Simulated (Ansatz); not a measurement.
Te₂Mo at a changed volume: ⁹⁷Mo nuclear quadrupole resonance

Cell: an entry of the Crystallography Open Database (COD), relaxed with PBE at fixed cell and then changed (volume scaled by 0.94, ions relaxed).

```cif
data_Te2Mo
_symmetry_space_group_name_H-M 'P6_3/mmc'
_symmetry_Int_Tables_number 194
_cell_length_a 3.4464
_cell_length_b 3.4464
_cell_length_c 13.6883
_cell_angle_alpha 90.000
_cell_angle_beta 90.000
_cell_angle_gamma 120.000
loop_
_atom_site_label
_atom_site_type_symbol
_atom_site_symmetry_multiplicity
_atom_site_Wyckoff_symbol
_atom_site_fract_x
_atom_site_fract_y
_atom_site_fract_z
Te Te 4 f 0.3333 0.6667 0.6159
Mo Mo 2 c 0.3333 0.6667 0.2500
```

One atom of each set is listed.

Computed with Ansatz: DFT, PBE, plane waves and PAW, scalar-relativistic, 420 eV cutoff, Γ-centred 14×14×3 k-points, Fermi–Dirac smearing 0.02 eV.

⁹⁷Mo: I = 5/2, Q = 255.0 mb (year-2017 value). Static lattice, zero field.

Q: Predict the zero-field ⁹⁷Mo lines of each site.

A: For I = 5/2 and η = 0 the lines are 3|C_Q|/20 and twice that; η pulls their ratio below 2.

| site | atoms | V_zz (10²¹ V/m²) | C_Q (MHz) | η | line frequencies (MHz) |
| --- | --- | --- | --- | --- | --- |
| Mo | 2 | -5.31 | -32.7 | 0.00 | 4.91, 9.82 |

Q: And for ⁹⁵Mo (I = 5/2, Q = -22.00 mb) on Mo?

A: C_Q scales with Q to 2.83 MHz, with lines at 0.424, 0.848 MHz.

An axis of threefold or higher order runs through Mo, so V_zz lies along it and η is zero.

Without spin–orbit coupling the gradients at and beside Te can be off by some per cent, at some sites by more. At this changed cell the PBE pressure is 6 GPa.

The relaxation (4 steps) took 35 s of wall time (35 s of CPU time) and 0.64 GiB at its peak, on 1 thread of Intel Xeon 6975P-C (Granite Rapids) (x86_64; 16 cores open to the job, memory cap 3.0 GiB, no GPU), a shared host with a load of 0.6 a core.
